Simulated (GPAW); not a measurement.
Here is a GPAW 26.7.0 calculation.

File run.py:

```python
from ase.dft.bandgap import bandgap
from ase.io import read, write
from ase.units import Bohr, GPa
from gpaw import GPAW, PW
from gpaw.elf import elf_from_dft_calculation

atoms = read('POSCAR')

calc = GPAW(mode=PW(600),
            xc='PBE',
            kpts={'size': (12, 12, 12), 'gamma': True},
            occupations={'name': 'methfessel-paxton', 'order': 0, 'width': 0.023},
            nbands=16,
            convergence={'density': 1e-05, 'energy': 1e-05},
            maxiter=150,
            txt='gpaw.txt')
atoms.calc = calc
energy = atoms.get_potential_energy()
forces = atoms.get_forces()
stress = atoms.get_stress()
calc.write('gs.gpw')
write('result.traj', atoms)
print(f'Energy: {energy:.6f} eV')
print('Forces (eV/A):')
print(forces.round(4))
print('Stress (GPa):', (stress / GPa).round(3))
print('Fermi level:', round(calc.get_fermi_level(), 4), 'eV')
print(f'Gap: {bandgap(calc)[0]:.4f} eV, direct: {bandgap(calc, direct=True)[0]:.4f} eV')

# fields on the real-space grid
write('density.cube', atoms, data=calc.get_pseudo_density() * Bohr**3)
write('potential.cube', atoms, data=calc.get_electrostatic_potential())
write('elf.cube', atoms, data=elf_from_dft_calculation(calc).data)
```

File POSCAR:

```
Ir
1.0
    0.0000000000      1.9156000000      1.9156000000
    1.9156000000      0.0000000000      1.9156000000
    1.9156000000      1.9156000000      0.0000000000
Ir
1
Direct
    0.0000000000      0.0000000000      0.0000000000
```

Potentials or basis: GPAW PAW data sets (gpaw-data 1.2.1), pw.

Launch:

```bash
$ OMP_NUM_THREADS=1 python run.py
```

Estimate the pressure.

9.8 GPa.

Estimate the band gap on the k mesh.

none (metal or under the smearing width).

Spin-orbit coupling is left out, which matters for the levels of Ir.
